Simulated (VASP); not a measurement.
# Se (P2_12_12) in VASP: single point with PBEsol

Aim: the single point of Se with PBEsol.

Program: VASP 6.6.1. These are calculated values, not measurements. Logs are shortened: lines on timing, memory, paths and dates and some standing lists are left out, and cuts for length are marked.

## (1) Starting point

Symmetry: P2_12_12, No. 18, orthorhombic system. The conventional cell has a = 4.868 Å, b = 7.909 Å, c = 2.740 Å, α = 90.00°, β = 90.00°, γ = 90.00°. Se (site symmetry 1) has 1 Se at 2.31 Å as nearest neighbours.

This isn't the form of Se at room conditions, which is trigonal, of chains.

## (2) Single point, PBEsol

Contents of INCAR:

```
  ALGO = Fast
  EDIFF = 1E-7
  ENCUT = 520
  GGA = PS
  ISIF = 2
  ISMEAR = 0
  LASPH = True
  LCHARG = False
  LREAL = False
  LWAVE = False
  NBANDS = 20
  NELM = 100
  PREC = Accurate
  SIGMA = 0.1
```

Contents of KPOINTS:

```
k-points
0
Gamma
  4 2 6
```

Contents of POSCAR:

```
Se
1.0
    4.8681583976      0.0000000000      0.0000000000
    0.0000000000      7.9093295400      0.0000000000
    0.0000000000      0.0000000000      2.7402019956
Se
4
Direct
    0.6740806000      0.4010458100      0.2638364000
    0.8259194000      0.9010458100      0.7361636000
    0.3259194000      0.5989541900      0.2638364000
    0.1740806000      0.0989541900      0.7361636000
```

Potentials or basis: VASP PAW PBE potentials, release 64 (Se).

Started as:

```bash
cat potpaw_PBE.64/Se/POTCAR > POTCAR
mpirun -np 1 vasp_std > vasp.out
```

OUTCAR:

```text
EDIFF = 1E-7
   ENCUT = 520
   GGA = PS
   ISIF = 2
   ISMEAR = 0
   LASPH = True
   LREAL = False
   NELM = 100
   PREC = Accurate

 ion  position               nearest neighbor table
   1  0.674  0.401  0.264-   3 2.31
   2  0.826  0.901  0.736-   4 2.31
   3  0.326  0.599  0.264-   1 2.31
   4  0.174  0.099  0.736-   2 2.31

  LATTYP: Found a simple orthorhombic cell.
 ALAT       =     2.7402019956
 B/A-ratio  =     1.7765691746
 C/A-ratio  =     2.8864038318

  Lattice vectors:

 A1 = (   0.0000000000,   0.0000000000,   2.7402019956)
 A2 = (   4.8681583976,   0.0000000000,   0.0000000000)
 A3 = (   0.0000000000,   7.9093295400,   0.0000000000)

Analysis of symmetry for initial positions (statically):
=====================================================================
 Subroutine PRICEL returns:
 Original cell was already a primitive cell.

 Routine SETGRP: Setting up the symmetry group for a
 simple orthorhombic supercell.

 Subroutine GETGRP returns: Found  4 space group operations
 (whereof  2 operations were pure point group operations)
 out of a pool of  8 trial point group operations.

The static configuration has the point symmetry C_2 .
 The point group associated with its full space group is D_2 .

Analysis of symmetry for dynamics (positions and initial velocities):
=====================================================================
 Subroutine PRICEL returns:
 Original cell was already a primitive cell.

 Routine SETGRP: Setting up the symmetry group for a
 simple orthorhombic supercell.

 Subroutine GETGRP returns: Found  4 space group operations
 (whereof  2 operations were pure point group operations)
 out of a pool of  8 trial point group operations.

The dynamic configuration has the point symmetry C_2 .
 The point group associated with its full space group is D_2 .

 Subroutine INISYM returns: Found  4 space group operations
 (whereof  2 operations are pure point group operations),
 and found     1 'primitive' translations

----------------------------------------------------------------------------------------

                                     Primitive cell

  volume of cell :     105.5084

  direct lattice vectors                    reciprocal lattice vectors
     4.868158398  0.000000000  0.000000000     0.205416488  0.000000000  0.000000000
     0.000000000  7.909329540  0.000000000     0.000000000  0.126432967  0.000000000
     0.000000000  0.000000000  2.740201996     0.000000000  0.000000000  0.364936600

  length of vectors
     4.868158398  7.909329540  2.740201996     0.205416488  0.126432967  0.364936600

  position of ions in fractional coordinates (direct lattice)
     0.674080600  0.401045810  0.263836400
     0.825919400  0.901045810  0.736163600
     0.325919400  0.598954190  0.263836400
     0.174080600  0.098954190  0.736163600

  ion indices of the primitive-cell ions
   primitive index   ion index
                 1           1
                 2           2
                 3           3
                 4           4

----------------------------------------------------------------------------------------

 KPOINTS: k-points

Automatic generation of k-mesh.
 Grid dimensions read from file:
 generate k-points for:    4    2    6

 Generating k-lattice:

  Cartesian coordinates                     Fractional coordinates (reciprocal lattice)
     0.051354122  0.000000000  0.000000000     0.250000000  0.000000000  0.000000000
     0.000000000  0.063216483  0.000000000     0.000000000  0.500000000  0.000000000
     0.000000000  0.000000000  0.060822767     0.000000000  0.000000000  0.166666667

  Length of vectors
     0.051354122  0.063216483  0.060822767

  Shift w.r.t. Gamma in fractional coordinates (k-lattice)
     0.000000000  0.000000000  0.000000000

 Subroutine IBZKPT returns following result:
 ===========================================

 Found     24 irreducible k-points:

 Following reciprocal coordinates:
            Coordinates               Weight
  0.000000  0.000000  0.000000      1.000000
  0.250000  0.000000  0.000000      2.000000
  0.500000  0.000000  0.000000      1.000000
  0.000000  0.500000  0.000000      1.000000
  0.250000  0.500000  0.000000      2.000000
  0.500000  0.500000  0.000000      1.000000
[... 16 lines left out ...]
  0.250000  0.500000  0.500000      2.000000
  0.500000  0.500000  0.500000      1.000000
   k-points           NKPTS =     24   k-points in BZ     NKDIM =     24   number of bands    NBANDS=     20
   number of dos      NEDOS =    301   number of ions     NIONS =      4
   total plane-waves  NPLWV =  43200
   dimension x,y,z NGX =    36 NGY =   60 NGZ =   20
   dimension x,y,z NGXF=    72 NGYF=  120 NGZF=   40
   ions per type =               4
   NGX,Y,Z   is equivalent  to a cutoff of  12.29, 12.61, 12.13 a.u.
   NGXF,Y,Z  is equivalent  to a cutoff of  24.59, 25.22, 24.27 a.u.
 SYSTEM =  unknown system
   PREC   = accura    normal or accurate (medium, high low for compatibility)
   ISTART =      0    job   : 0-new  1-cont  2-samecut
   ICHARG =      2    charge: 1-file 2-atom 10-const
   ISPIN  =      1    spin polarized calculation?
   LNONCOLLINEAR =      F non collinear calculations
   LSORBIT =      F    spin-orbit coupling
   LASPH  =      T    aspherical Exc in radial PAW
   ENCUT  =  520.0 eV  38.22 Ry    6.18 a.u.   9.05 14.71  5.09*2*pi/ulx,y,z
   NELM   =    100;   NELMIN=  2; NELMDL= -5     # of ELM steps
   EDIFF  = 0.1E-06   stopping-criterion for ELM
   LREAL  =      F    real-space projection
   EDIFFG = 0.1E-05   stopping-criterion for IOM
   NSW    =      0    number of steps for IOM
   IBRION =     -1    ionic relax: 0-MD 1-quasi-New 2-CG
   NFREE  =      0    steps in history (QN), initial steepest desc. (CG)
   ISIF   =      2    stress and relaxation
   ISYM   =      2    0-nonsym 1-usesym 2-fastsym
   POTIM  = 0.5000    time-step for ionic-motion
   TEBEG  =    0.0;   TEEND  =   0.0 temperature during run
   PSTRESS=    0.0 pullay stress
   NELECT =      24.0000    total number of electrons
   NUPDOWN=      -1.0000    fix difference up-down
   EMIN   =  10.00;   EMAX   =-10.00  energy-range for DOS
   EFERMI =   0.00;   METHOD = LEGACY
   ISMEAR =     0;   SIGMA  =   0.10  broadening in eV -4-tet -1-fermi 0-gaus
   EFERMI_NEDOS =   21; number of points for ismear=-14 and -15
   IALGO  =     68    algorithm
   IMIX   =      4    mixing-type and parameters
     AMIX     =   0.40;   BMIX     =  1.00
     AMIX_MAG =   1.60;   BMIX_MAG =  1.00
  volume/ion in A,a.u.               =      26.38       178.00
  Fermi-wavevector in a.u.,A,eV,Ry     =   0.999347  1.888492 13.588059  0.998694
  Thomas-Fermi vector in A             =   2.131631
   LORBIT       =      0    0 simple, 1 ext, 2 COOP (PROOUT), +10 PAW based schemes
   GGA     = PS    functional components
   LHFCALC =     F    Hartree Fock is set to
   AEXX    =    0.0000 exact exchange contribution
   IVDW    =     0    specifies the selected vdW correction
   LEPSILON=     F    determine dielectric tensor
   LRPA    =     F    only Hartree local field effects (RPA)
 non-spin polarized calculation
 RMM-DIIS sequential band-by-band and
 Gauss-broadening in eV      SIGMA  =   0.10
  energy-cutoff  :      520.00
  volume of cell :      105.51
 maximum number of plane-waves:      2872
   NGX = 19   NGY = 29   NGZ = 11

 number of electron      23.9999994 magnetization

 Free energy of the ion-electron system (eV)
  ---------------------------------------------------
  ext. energy  EPLUGINS =         0.00000000
  ---------------------------------------------------
  free energy    TOTEN  =       -14.82139376 eV

  energy without entropy =      -14.80143334  energy(sigma->0) =      -14.81141355

 E-fermi :   2.7689     XC(G=0):  -9.2324

 val. band max:        2.7567546606   @ k =   0.2500   0.0000   0.3333
 cond. band min:       2.7972951793   @ k =   0.0000   0.0000   0.5000
 fundamental gap:      0.0405405187
 Fermi energy:         2.7688517477

 k-point     1 :       0.0000    0.0000    0.0000
  band No.  band energies     occupation
      1     -13.0417      2.00000
      2     -12.5982      2.00000
      3      -9.9132      2.00000
      4      -9.2923      2.00000
      5      -2.4251      2.00000
      6      -2.3300      2.00000
[... 12 lines left out ...]
     19       9.3074      0.00000
     20      11.9303      0.00000

 k-point     2 :       0.2500    0.0000    0.0000
  band No.  band energies     occupation
      1     -12.9136      2.00000
      2     -12.5848      2.00000
      3      -9.9363      2.00000
      4      -9.5513      2.00000
      5      -2.9034      2.00000
      6      -2.2721      2.00000
[... 12 lines left out ...]
     19      10.8776      0.00000
     20      11.7622      0.00000

 k-point     3 :       0.5000    0.0000    0.0000
  band No.  band energies     occupation
      1     -12.6734      2.00000
      2     -12.6734      2.00000
      3      -9.8849      2.00000
      4      -9.8849      2.00000
      5      -2.9179      2.00000
      6      -2.9179      2.00000
[... 12 lines left out ...]
     19      10.4936      0.00000
     20      10.4936      0.00000

 k-point     4 :       0.0000    0.5000    0.0000
  band No.  band energies     occupation
      1     -12.8417      2.00000
      2     -12.8417      2.00000
      3      -9.5758      2.00000
      4      -9.5758      2.00000
      5      -2.5797      2.00000
      6      -2.5797      2.00000
[... 429 lines left out ...]
 k-point    23 :       0.2500    0.5000    0.5000
  band No.  band energies     occupation
      1     -10.4326      2.00000
      2     -10.4326      2.00000
      3      -7.2068      2.00000
      4      -7.2068      2.00000
      5      -3.4779      2.00000
      6      -3.4779      2.00000
[... 12 lines left out ...]
     19       8.7509      0.00000
     20       8.7509      0.00000

 k-point    24 :       0.5000    0.5000    0.5000
  band No.  band energies     occupation
      1     -10.3620      2.00000
      2     -10.3620      2.00000
      3      -7.3352      2.00000
      4      -7.3352      2.00000
      5      -3.3903      2.00000
      6      -3.3903      2.00000
[... 12 lines left out ...]
     19       8.9175      0.00000
     20       8.9175      0.00000

------------------------ aborting loop because EDIFF is reached ----------------------------------------

  FORCE on cell =-STRESS in cart. coord.  units (eV):
  Direction    XX          YY          ZZ          XY          YZ          ZX
  --------------------------------------------------------------------------------------
  -------------------------------------------------------------------------------------
  Total       -2.6098680     -2.3315787      3.2676085      0.0000000      0.0000000      0.0000000
  in kB      -39.6316517    -35.4057434     49.6196451      0.0000000      0.0000000      0.0000000
  external PRESSURE =      -8.4725833 kB  Pullay stress =       0.0000000 kB

 VOLUME and BASIS-vectors are now :
 -----------------------------------------------------------------------------
  energy-cutoff  :      520.00
  volume of cell :      105.51
      direct lattice vectors                 reciprocal lattice vectors
     4.868158398  0.000000000  0.000000000     0.205416488  0.000000000  0.000000000
     0.000000000  7.909329540  0.000000000     0.000000000  0.126432967  0.000000000
     0.000000000  0.000000000  2.740201996     0.000000000  0.000000000  0.364936600

 POSITION                                       TOTAL-FORCE (eV/Angst)
 -----------------------------------------------------------------------------------
      3.28153      3.17200      0.72297        -0.459445      0.384134      0.003398
      4.02071      7.12667      2.01724         0.459445      0.384134     -0.003398
      1.58663      4.73733      0.72297         0.459445     -0.384134      0.003398
      0.84745      0.78266      2.01724        -0.459445     -0.384134     -0.003398
 -----------------------------------------------------------------------------------
    total drift:                                0.000000      0.000000     -0.000000

  FREE ENERGIE OF THE ION-ELECTRON SYSTEM (eV)
  ---------------------------------------------------
  free  energy   TOTEN  =       -14.8213937601 eV

  energy  without entropy=      -14.8014333376  energy(sigma->0) =      -14.81141355
```

Wall time 29 s (1 thread of AMD EPYC 9R45 (Zen 5), shared host); peak memory 0.17 GiB.

Results:

* Free energy: -14.8214 eV
* Pressure: -0.8 GPa
* Largest force: 0.599 eV/Å
* Band gap on the k mesh: none (metal or under the smearing width)

Forces in eV/Å, atoms in the order of the input:
```
Se  -0.459  0.384  0.003
Se   0.459  0.384 -0.003
Se   0.459 -0.384  0.003
Se  -0.459 -0.384 -0.003
```

Levels at points of the mesh, in eV from the Fermi level:
```
           k point  band 8  band 9  band 10  band 11  band 12  band 13  band 14  band 15  band 16  band 17
(0.00, 0.00, 0.00)   -3.02   -2.47    -1.75     1.58     1.99     2.57     2.91     4.75     4.80     5.09
(0.50, 0.00, 0.00)   -3.44   -1.00    -1.00     1.92     1.92     2.85     2.85     4.77     4.77     6.70
(0.00, 0.50, 0.00)   -2.98   -2.25    -2.25     1.16     1.16     2.73     2.73     4.94     4.94     6.37
(0.50, 0.50, 0.00)   -4.44   -0.46    -0.46     1.98     1.98     2.85     2.85     4.76     4.76     6.98
(0.00, 0.00, 0.50)   -3.87   -3.05    -3.04    -1.11    -1.05     0.03     0.07     3.14     3.20     5.59
(0.50, 0.00, 0.50)   -4.19   -2.99    -2.99    -2.07    -2.07     1.30     1.30     3.61     3.61     5.31
(0.00, 0.50, 0.50)   -3.95   -3.01    -3.01    -1.13    -1.13     0.04     0.04     3.40     3.40     6.01
(0.50, 0.50, 0.50)   -4.24   -2.92    -2.92    -1.89    -1.89     1.15     1.15     3.03     3.03     5.81
```

Caveat: the k mesh is coarse (spacing up to 0.40 Å⁻¹), so the values aren't converged; the PAW data sets were made with another functional, which shifts forces and pressure a little.
